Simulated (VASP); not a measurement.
# LiH (Fm-3m) in VASP: phonons with LDA

Aim: the phonons of LiH with LDA.

Everything below comes from runs of VASP 6.6.1. Logs are shortened: lines on timing, memory, paths and dates and some standing lists are left out, and cuts for length are marked.

**1. The crystal as given**

It takes space group Fm-3m (No. 225, cubic). The conventional cell has a = 4.074 Å, b = 4.074 Å, c = 4.074 Å, α = 90.00°, β = 90.00°, γ = 90.00°. Around Li (site symmetry m-3m) lie 6 H at 2.04 Å. H (site symmetry m-3m) has 6 Li at 2.04 Å as nearest neighbours.

**2. Phonons, LDA**

POSCAR reads:

```
LiH
1.0
    0.0000000000      2.0367500000      2.0367500000
    2.0367500000      0.0000000000      2.0367500000
    2.0367500000      2.0367500000      0.0000000000
Li H
1 1
Direct
    0.0000000000      0.0000000000      0.0000000000
    0.5000000000      0.5000000000      0.5000000000
```

INCAR.step1 reads:

```
ALGO = Normal ; EDIFF = 1E-8
EDIFFG = -0.002 ; ENCUT = 600
IBRION = 2 ; ISIF = 3
ISMEAR = 0 ; LASPH = True
LCHARG = False ; LREAL = False
LWAVE = False ; NELM = 60
NSW = 40 ; PREC = Accurate
SIGMA = 0.02
```

INCAR.step2 reads:

```
ALGO = Normal ; EDIFF = 1E-8
ENCUT = 600 ; IBRION = 8
ISIF = 2 ; ISMEAR = 0
LASPH = True ; LCHARG = False
LREAL = False ; LWAVE = False
NELM = 60 ; NSW = 1
PREC = Accurate ; SIGMA = 0.02
```

KPOINTS reads:

```
k-points
0
Gamma
  12 12 12
```

Potentials or basis: VASP PAW LDA potentials, release 64 (Li_sv, H).

The run is started by

```bash
> cat potpaw_LDA.64/Li_sv/POTCAR potpaw_LDA.64/H/POTCAR > POTCAR
> cp INCAR.step1 INCAR
> mpirun -np 1 vasp_std > vasp.out
> cp CONTCAR POSCAR
> cp INCAR.step2 INCAR
> mpirun -np 1 vasp_std > vasp.out
```

OUTCAR:

```text
EDIFF = 1E-8
   ENCUT = 600
   IBRION = 8
   ISIF = 2
   ISMEAR = 0
   LASPH = True
   LREAL = False
   NELM = 60
   NSW = 1
   PREC = Accurate

 ion  position               nearest neighbor table
   1  0.000  0.000  0.000-
   2  0.500  0.500  0.500-

  LATTYP: Found a face centered cubic cell.
 ALAT       =     3.9009494657

  Lattice vectors:

 A1 = (   0.0000000000,   1.9504747328,   1.9504747328)
 A2 = (   1.9504747328,   0.0000000000,   1.9504747328)
 A3 = (   1.9504747328,   1.9504747328,   0.0000000000)

Analysis of symmetry for initial positions (statically):
=====================================================================
 Subroutine PRICEL returns:
 Original cell was already a primitive cell.

 Routine SETGRP: Setting up the symmetry group for a
 face centered cubic supercell.

 Subroutine GETGRP returns: Found 48 space group operations
 (whereof 48 operations were pure point group operations)
 out of a pool of 48 trial point group operations.

The static configuration has the point symmetry O_h .

Analysis of symmetry for dynamics (positions and initial velocities):
=====================================================================
 Subroutine PRICEL returns:
 Original cell was already a primitive cell.

 Routine SETGRP: Setting up the symmetry group for a
 face centered cubic supercell.

 Subroutine GETGRP returns: Found 48 space group operations
 (whereof 48 operations were pure point group operations)
 out of a pool of 48 trial point group operations.

The dynamic configuration has the point symmetry O_h .

 Subroutine INISYM returns: Found 48 space group operations
 (whereof 48 operations are pure point group operations),
 and found     1 'primitive' translations

----------------------------------------------------------------------------------------

[... 377 lines left out ...]
  external PRESSURE =       0.3556948 kB  Pullay stress =       0.0000000 kB

 VOLUME and BASIS-vectors are now :
 -----------------------------------------------------------------------------
  energy-cutoff  :      600.00
  volume of cell :       14.84
      direct lattice vectors                 reciprocal lattice vectors
     0.000000000  1.950474733  1.950474733    -0.256347848  0.256347848  0.256347848
     1.950474733  0.000000000  1.950474733     0.256347848 -0.256347848  0.256347848
     1.950474733  1.950474733  0.000000000     0.256347848  0.256347848 -0.256347848

 POSITION                                       TOTAL-FORCE (eV/Angst)
 -----------------------------------------------------------------------------------
      0.00000      0.00000      0.00000        -0.000000     -0.000000     -0.000000
      1.95047      1.95047      1.95047         0.000000      0.000000      0.000000
 -----------------------------------------------------------------------------------
    total drift:                                0.000000     -0.000000     -0.000000

  FREE ENERGIE OF THE ION-ELECTRON SYSTEM (eV)
  ---------------------------------------------------
  free  energy   TOTEN  =        -6.4963227716 eV

  energy  without entropy=       -6.4963227716  energy(sigma->0) =       -6.49632277

[... ionic steps 2 to 3 ...]

--------------------------------------- Ionic step        4  -------------------------------------------

------------------------ aborting loop because EDIFF is reached ----------------------------------------

[... ionic steps 5 to 6 ...]

--------------------------------------- Ionic step        7  -------------------------------------------

 Free energy of the ion-electron system (eV)
  ---------------------------------------------------
  ---------------------------------------------------
  free energy    TOTEN  =        -0.01726169 eV

  energy without entropy =       -0.01726169

------------------------ aborting loop because EDIFF is reached ----------------------------------------

 INTERNAL STRAIN TENSOR  FOR ION    2  DIRECTION 1   (eV/Angst):
 -----------------------------------------------------------------------------
     0.00142 -0.00000  0.00000
    -0.00000 -0.00397  0.00000
     0.00000  0.00000 -0.00397

 INTERNAL STRAIN TENSOR FOR ION    2 for displacements in x,y,z  (eV/Angst):
          X           Y           Z          XY          YZ          ZX
  --------------------------------------------------------------------------------
  x     0.00000     0.00000     0.00000     0.00000     0.00000     0.00000
  y     0.00000     0.00000     0.00000     0.00000     0.00000     0.00000
  z     0.00000     0.00000     0.00000     0.00000     0.00000     0.00000

 SECOND DERIVATIVES (NOT SYMMETRIZED)
 ------------------------------------
               1X          1Y          1Z          2X          2Y          2Z
  1X    -1.392513    0.000000    0.000000    1.392513    0.000000    0.000000
  1Y     0.000000   -1.392513    0.000000    0.000000    1.392513    0.000000
  1Z     0.000000    0.000000   -1.392513    0.000000    0.000000    1.392513
  2X     1.389973    0.000000    0.000000   -1.389973    0.000000    0.000000
  2Y     0.000000    1.389973    0.000000    0.000000   -1.389973    0.000000
  2Z     0.000000    0.000000    1.389973    0.000000    0.000000   -1.389973

 Eigenvectors and eigenvalues of the dynamical matrix
 ----------------------------------------------------

   1 f  =   19.704287 THz   123.805688 2PiTHz  657.264277 cm-1    81.490348 meV
             X         Y         Z           dx          dy          dz
      0.000000  0.000000  0.000000     0.000000    0.353615    0.000000
      1.950475  1.950475  1.950475     0.000000   -0.935391    0.000000
[... 21 lines left out ...]
   6 f/i=    0.005949 THz     0.037376 2PiTHz    0.198422 cm-1     0.024601 meV
             X         Y         Z           dx          dy          dz
      0.000000  0.000000  0.000000     0.000000   -0.935391    0.000000
      1.950475  1.950475  1.950475     0.000000   -0.353615    0.000000

--------------------------------------------------------------------------------------------------------

 ELASTIC MODULI CONTR FROM IONIC RELAXATION (kBar)
 Direction    XX          YY          ZZ          XY          YZ          ZX
 --------------------------------------------------------------------------------
 XX           0.0000      0.0000      0.0000      0.0000      0.0000      0.0000
 YY           0.0000      0.0000      0.0000      0.0000      0.0000      0.0000
 ZZ           0.0000      0.0000      0.0000      0.0000      0.0000      0.0000
 XY           0.0000      0.0000      0.0000      0.0000      0.0000      0.0000
 YZ           0.0000      0.0000      0.0000      0.0000      0.0000      0.0000
 ZX           0.0000      0.0000      0.0000      0.0000      0.0000      0.0000
 --------------------------------------------------------------------------------
```

OUTCAR.step1:

```text
EDIFF = 1E-8
   EDIFFG = -0.002
   ENCUT = 600
   IBRION = 2
   ISIF = 3
   ISMEAR = 0
   LASPH = True
   LREAL = False
   NELM = 60
[... 577 lines left out ...]
  -------------------------------------------------------------------------------------
  Total       -0.0016965     -0.0016965     -0.0016965     -0.0000000     -0.0000000     -0.0000000
  in kB       -0.1831567     -0.1831567     -0.1831567     -0.0000000     -0.0000000     -0.0000000
  external PRESSURE =      -0.1831567 kB  Pullay stress =       0.0000000 kB
[... 17 lines left out ...]
  FREE ENERGIE OF THE ION-ELECTRON SYSTEM (eV)
  ---------------------------------------------------
  free  energy   TOTEN  =        -6.4994720009 eV

  energy  without entropy=       -6.4994720009  energy(sigma->0) =       -6.49947200

 reached required accuracy - stopping structural energy minimisation
```

It took 32 s on 1 thread of Intel Xeon 6975P-C (Granite Rapids), shared host; peak memory 0.17 GiB.

Results:

```
Relaxed volume                                          : 7.42 Å³/atom
Relaxed cell                                            : a = 2.758 Å, b = 2.758 Å, c = 2.758 Å, α = 60.00°, β = 60.00°, γ = 60.00°
Space group after relaxing (to 0.05 Å)                  : Fm-3m (No. 225)
Highest phonon frequency at Γ, LO-TO splitting left out : 657 cm⁻¹
```

The path:
```csv
step,energy change (eV),largest force (eV/Å),pressure (GPa),volume (Å³)
1,0.0000,0.0000,-4.26,16.90
2,-0.0130,0.0000,-3.37,16.36
3,-0.0291,0.0000,-0.95,15.20
4,-0.0302,0.0000,0.09,14.80
5,-0.0302,0.0000,-0.02,14.84
```

Final structure:
```
CELL_PARAMETERS angstrom
0.00000 1.95047 1.95047
1.95047 0.00000 1.95047
1.95047 1.95047 0.00000
ATOMIC_POSITIONS crystal
Li 0.00000 0.00000 0.00000
H 0.50000 0.50000 0.50000
```

Phonon frequencies in cm⁻¹ (negative: imaginary):
```
              q point        frequencies
(0.000, 0.000, 0.000)  0 0 0 657 657 657
```

Caveat: the cutoff is under 1.25 times the usual one of these potentials, so pressure, stress and relaxed cells hold a basis-set (Pulay) error.
